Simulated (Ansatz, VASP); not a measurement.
## Co in VASP and in Ansatz

INCAR

```
SYSTEM = Co
ALGO = Normal
EDIFF = 1E-6
ENCUT = 520
GGA = PE
ISIF = 2
ISMEAR = -1
ISPIN = 2
LASPH = .TRUE.
LCHARG = .FALSE.
LMAXMIX = 4
LORBIT = 11
LREAL = .FALSE.
LWAVE = .FALSE.
MAGMOM = 3
NBANDS = 14
NELM = 150
PREC = Accurate
SIGMA = 0.01
```

File KPOINTS:

```
k-points
0
G
  11 11 11
  0 0 0
```

POSCAR

```
Co
1.0
    0.0000000000      1.8011500000      1.8011500000
    1.8011500000      0.0000000000      1.8011500000
    1.8011500000      1.8011500000      0.0000000000
Co
1
Direct
    0.0000000000      0.0000000000      0.0000000000
```

Input for Ansatz:

```yaml
crystal:
  lattice:
    - [0.0, 1.80115, 1.80115]
    - [1.80115, 0.0, 1.80115]
    - [1.80115, 1.80115, 0.0]
  atoms:
    - { symbol: Co, position: [0.0, 0.0, 0.0], spin: 3.0 }
magnetization:
  spin_polarized: true
hamiltonian:
  xc: pbe
  pseudopotentials: { kind: paw }
basis:
  ecutwfc: 420
kpoints:
  mp_grid: { grid: [11, 11, 11] }
scf:
  occupations: { method: fermi_dirac, width: 0.01 }
  lower_state_search: "off"
  algorithm: density_mixing
  max_iter: 40
  mixing: {}
output:
  forces: true
  stress: true
```

Alike in both runs: task single point; functional PBE; k mesh 11 × 11 × 11; occupations fermi-dirac, width 0.01 eV; collinear spin.

|  | VASP | Ansatz |
| --- | --- | --- |
| version | VASP 6.6.1 | Ansatz 0.2.0 |
| potentials or method | VASP PAW PBE potentials, release 64 (Co) | PAW, plane waves, scalar-relativistic |
| plane-wave cutoff (eV) | 520 | 420 |
| valence electrons in the cell | 9 | 17 |

```csv
,VASP,Ansatz,Ansatz less VASP
pressure (GPa),-14.1,-13.8,+0.26
net moment per atom (μB),1.60,1.60,0.000
size of the moment on the site where the two differ most (μB),1.64,1.69,+0.048
```

Site moments also hang on the region over which each program counts them. The two sets of potentials don't hold the same shells in valence.
